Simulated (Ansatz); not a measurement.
**Carrier doping in LaAlO3**

The reference is LaAlO3 in the cubic perovskite structure (space group Pm-3m, No. 221).

```xyz
5
Lattice="3.7869 0.0000 0.0000 0.0000 3.7869 0.0000 0.0000 0.0000 3.7869" Properties=species:S:1:pos:R:3 pbc="T T T"
La     0.0000     0.0000     0.0000
Al     1.8935     1.8935     1.8935
O      0.0000     1.8935     1.8935
O      1.8935     1.8935     0.0000
O      1.8935     0.0000     1.8935
```

Carriers are added at fixed cell with a uniform background; the Fermi–Dirac width is that of 300 K.

All numbers come from r2SCAN/PAW in Ansatz (an electronic-structure program), no spin-orbit coupling.

Notes on the quantities. Fermi level from band edge: Fermi level relative to the doped band's edge (positive inside the band; to 0.05 eV).

| change | Fermi level from band edge | gap between the host's bands |
|---|---|---|
| undoped | – | 4.02 eV |
| electrons 5.0×10^21 cm⁻³ | +0.85 eV | 4.12 eV |
| electrons 7.0×10^21 cm⁻³ | +1.05 eV | 4.17 eV |
| electrons 1.0×10^22 cm⁻³ | +1.25 eV | 4.23 eV |
| electrons 2.0×10^22 cm⁻³ | +1.90 eV | 4.42 eV |
| holes 5.0×10^21 cm⁻³ | +0.15 eV | 4.24 eV |
| holes 7.0×10^21 cm⁻³ | +0.20 eV | 4.33 eV |
| holes 1.0×10^22 cm⁻³ | +0.20 eV | 4.47 eV |
| holes 2.0×10^22 cm⁻³ | +0.30 eV | 4.96 eV |

Charged cell with a jellium background: band edges are those of the host's band count, energies are not comparable with the neutral cell, and many-body gap narrowing is missing. Stability against distortions was not tested. Many cubic perovskites are stable only at high temperature; tilts and polar distortions were not tested.
